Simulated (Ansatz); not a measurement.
Runs of Ansatz 0.2.0 on InPd. The structure is cubic, space group Pm-3m (No. 221). The conventional cell has a = 3.272 Å, b = 3.272 Å, c = 3.272 Å, α = 90.00°, β = 90.00°, γ = 90.00°. In (site symmetry m-3m) has 8 Pd at 2.83 Å as nearest neighbours. Around Pd (site symmetry m-3m) lie 8 In at 2.83 Å. The cell comes from a database or a generator and needn't be the stable form of this composition.

```tsv
task	level	spin	cell	cutoff (eV)	points for each segment of the path	gap on the mesh (eV)	pressure (GPa)	relaxed volume (Å³/atom)
band structure	HSEsol	off	as given	420	4	none	(c)	-
band structure	HSE03	off	as given	420	4	none	-0.1	-
single point	PBE0	SOC, no magnetisation	as given	420	-	none	(a)	-
single point	PBE0	off	as given	420	-	none	-0.9	-
relaxation of cell and atoms	HSEsol	off	relaxed	420	-	none	0.0	(b)
single point	r2SCAN0	off	as given	500	-	none	-3.4	-
relaxation of cell and atoms	PBEsol0	off	relaxed	420	-	none	0.0	16.82
single point	B3LYP	off	as given	420	-	none	6.7	-
```

Alike in all rows: potentials or basis Ansatz PAW; k mesh 4 × 4 × 4; smearing fermi-dirac 0.05 eV; the mesh is coarse, so values aren't converged.

Q: Estimate the missing entries.

A: (a) -1.0; (b) 16.85; (c) -5.1.

Caveats: all runs use coarse meshes; the PAW data sets come from PBE, with cores solved anew for the run's functional, which leaves a small shift of forces and pressure; the thresholds are loose for stress (some runs); spin-orbit coupling is left out, which moves the levels of the heavy elements (some runs); the plane-wave basis is chosen anew once the cell has moved, so the energies of steps on either side of that aren't comparable (some runs).

A k mesh can miss the band edges, and rows without SOC leave out spin-orbit coupling on In, Pd.

A gap of «none» marks a metal or a gap under the smearing width.
